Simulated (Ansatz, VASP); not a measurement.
TiAl: VASP beside Ansatz

```
Ti Al
1.0
     2.86726    0.00000    0.00000
    -1.43363    2.48312    0.00000
     0.00000    0.00000    4.67808
Ti Al
1 1
Cartesian
  0.0000 0.0000 0.0000
  0.0000 1.6554 2.3390
```

The cell comes from a database or a generator and needn't be the stable form of this composition.

Alike in both runs: task single point; functional LDA; k mesh 9 × 9 × 5; occupations fermi-dirac, width 0.1 eV; no spin polarisation.

```csv
,VASP,Ansatz
version,VASP 6.6.1,Ansatz 0.2.0
potentials or method,"VASP PAW LDA potentials, release 64 (Ti_sv, Al)","plane waves, PAW"
plane-wave cutoff (eV),520,435
valence electrons in the cell,15,15
```

```csv
,VASP,Ansatz,Ansatz less VASP
pressure (GPa),-6.0,-6.0,-0.07
largest component of the traceless stress (GPa),0.68,0.73,+0.057
```

Ansatz warned: «stress_scf_threshold_loose».
